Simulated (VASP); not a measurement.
# KF: convergence, self-consistent run

KF, Fm-3m (no. 225), 2 atoms in the cell. R2SCAN; PAW potentials K_sv, F (PBE set). VASP 6.6.1.

Wanted: energy within 0.2 meV/atom; levels at the zone centre within 0.003 eV.

What the run is for: comparing ways to start; Accuracy asked: tight.

Levels at the zone centre: counted from the valence top at that point.

POSCAR:
```
KF
1.0
    0.0000000000      2.6718500000      2.6718500000
    2.6718500000      0.0000000000      2.6718500000
    2.6718500000      2.6718500000      0.0000000000
K F
1 1
Direct
    0.0000000000      0.0000000000      0.0000000000
    0.5000000000      0.5000000000      0.5000000000
```

## How the run starts (with a second run first, the time holds both)

| How the run starts (with a second run first, the time holds both) | Energy less reference (meV/atom) | Levels at the zone centre, largest deviation (eV) | Time (s) |
|---|---|---|---|
| from scratch: 22 SCF iterations | 0.00 | 0.0000 | 133 |
| PBE orbitals (WAVECAR): 12 + 10 SCF iterations | 0.00 | 0.0003 | 87 |
| PBE density (CHGCAR): 12 + 19 SCF iterations | 0.01 | 0.0001 | 140 |
| loose PBE orbitals: 10 + 10 SCF iterations | 0.00 | 0.0003 | 82 |

Chosen: loose PBE orbitals: 10 + 10 SCF iterations, the fastest of those that stay within half of the tolerance.

## All choices together

| Input | Energy less reference (meV/atom) | Levels at the zone centre, largest deviation (eV) | Time (s) |
|---|---|---|---|
| chosen settings | 0.00 | 0.0003 | 82 |
| reference settings throughout | 0.00 | 0.0000 | 133 |

The tolerance is met.

Values of the reference run: Levels at the zone centre: 0, 0, 6.831 eV from the valence top at Gamma.

## The input

INCAR.step1:
```
  ISMEAR = 0
  SIGMA = 0.03
  LWAVE = T
  LCHARG = T
  ISIF = 2
  PREC = Accurate
  LASPH = T
  LREAL = F
  ALGO = Normal
  EDIFF = 0.001
  NELM = 120
  GGA_COMPAT = F
  ENCUT = 580
  EFERMI = MIDGAP
  GGA = PE
```

INCAR.step2, as INCAR.step1 but for:
```
- LWAVE = T
- LCHARG = T
- EDIFF = 0.001
- GGA = PE
+ METAGGA = R2SCAN
+ LWAVE = F
+ LCHARG = F
+ EDIFF = 1E-6
+ LMIXTAU = T
+ ISTART = 1
```

KPOINTS:
```
k-points
0
Gamma
  8 8 8
```

Commands (each step's output is kept before the next begins):
```
cat potpaw_PBE.64/K_sv/POTCAR potpaw_PBE.64/F/POTCAR > POTCAR
cp INCAR.step1 INCAR
mpirun -np 1 vasp_std > vasp.out
cp INCAR.step2 INCAR
mpirun -np 1 vasp_std > vasp.out
```

The chosen input took VASP 6.6.1 82 s on 1 core (Intel Xeon Platinum 8259CL @ 2.50GHz (Skylake/Cascade Lake)), a shared host.
